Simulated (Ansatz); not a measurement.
Wanted: the native input for an Ansatz 0.2.0 run.

```
Task                : density of states
Functional          : LDA
Potentials or basis : Ansatz PAW large core
Cutoff              : 420 eV (not typed: the program's choice for these potentials)
k mesh              : 6 × 6 × 7
Occupations         : fermi-dirac, width 0.15 eV
Spin                : no spin polarisation
```

The system is I.

```
CELL_PARAMETERS angstrom
-1.60671 1.69662 4.31356
1.59050 -1.59113 4.26740
1.59006 1.57448 -4.27355
ATOMIC_POSITIONS crystal
I 0.00000 0.00000 0.00000
```

The cell isn't the ideal one: cell strained at random at fixed volume.

These files were run (other wordings do the same):

input.yaml

```yaml
crystal:
  lattice:
    - [-1.606713, 1.696618, 4.313559]
    - [1.590501, -1.591131, 4.267404]
    - [1.590059, 1.574477, -4.273552]
  atoms:
    - { symbol: I, position: [0.0, 0.0, 0.0] }
hamiltonian:
  xc: lda
  pseudopotentials: { kind: paw, core: large }
kpoints:
  mp_grid: { grid: [6, 6, 7] }
scf:
  occupations: { method: fermi_dirac, width: 0.15 }
  n_extra_bands: 6
output:
  forces: true
  stress: true
  eigenvalues: true
  dos: { projected: false, de: 0.05, nscf_kmesh: { grid: [9, 9, 11] } }
```

Potentials or basis: Ansatz PAW large core.

Run with:

```sh
$ ansatz run input.yaml --threads 1 --pin off --max-ram 2560MiB --backend cpu --events-out ev --progress --plain --runs-dir out
```

Results of the run:

| Item | Value |
| --- | --- |
| Pressure | -1.9 GPa |
| Band gap on the k mesh | none (metal or under the smearing width) |
| Density of states at the Fermi level | 0.55 states/eV per cell |

Caveat: the k mesh is coarse (spacing up to 0.40 Å⁻¹), so the values aren't converged; this set keeps more shells in the core, which shifts pressures and gaps; an odd number of electrons without spin polarisation forces a metal; a magnetic or distorted state may lie lower; the PAW data sets come from PBE, with cores solved anew for the run's functional, which leaves a small shift of forces and pressure.

It took 7.9 s on 1 thread of Arm Neoverse V1 (shared host), peak memory 0.34 GiB.
